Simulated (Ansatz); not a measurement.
LiH (Fm-3m): G0W0 and the starting functional

```
Li H
1.0
     0.00000    2.04200    2.04200
     2.04200    0.00000    2.04200
     2.04200    2.04200    0.00000
Li H
1 1
Direct
  0.00000 0.00000 0.00000
  0.50000 0.50000 0.50000
```

Held fixed (Ansatz):

```
datasets        : soft PAW set, first generation
k mesh          : 4×4×4
empty bands     : 110
response cutoff : 200 eV
frequencies     : contour deformation
q → 0 term      : analytic weight of Carrier, Rohra and Görling
band sums       : cut at the band count
```

The gap is read direct at k = (0, -0.5, -0.5), linearised, between the Kohn-Sham band edges among the points solved. ε∞ is the electronic dielectric constant on this mesh. Wave cutoffs: 420, 500 eV in the order of the table.

```json
{"orbitals": "PBE", "KS gap (eV)": "3.01", "G0W0 gap (eV)": "4.78", "ε∞": "5.1"}
{"orbitals": "r²SCAN", "KS gap (eV)": "3.66", "G0W0 gap (eV)": "?", "ε∞": "?"}
```

(1) Fill in the row for r²SCAN.

Answers

(1) G0W0 gap 5.26 eV, ε∞ 4.0.

Soft PAW datasets can miss an all-electron G0W0 gap by more than 5 %. The cell is a model at fixed atoms and needn't be the relaxed known crystal. The PAW or pseudopotential files were made with PBE. Points k are given in fractions of the reciprocal vectors. The mesh is coarse, so these are values at the stated settings, not converged ones. Band sums or response are cut, so the gap isn't at its basis limit. The gap is read on the mesh, and the crystal's band edges can lie off it. With r²SCAN or HSE06 the Kohn-Sham levels are generalised ones. Meshes this coarse can overestimate the dielectric constant by a tenth and more.
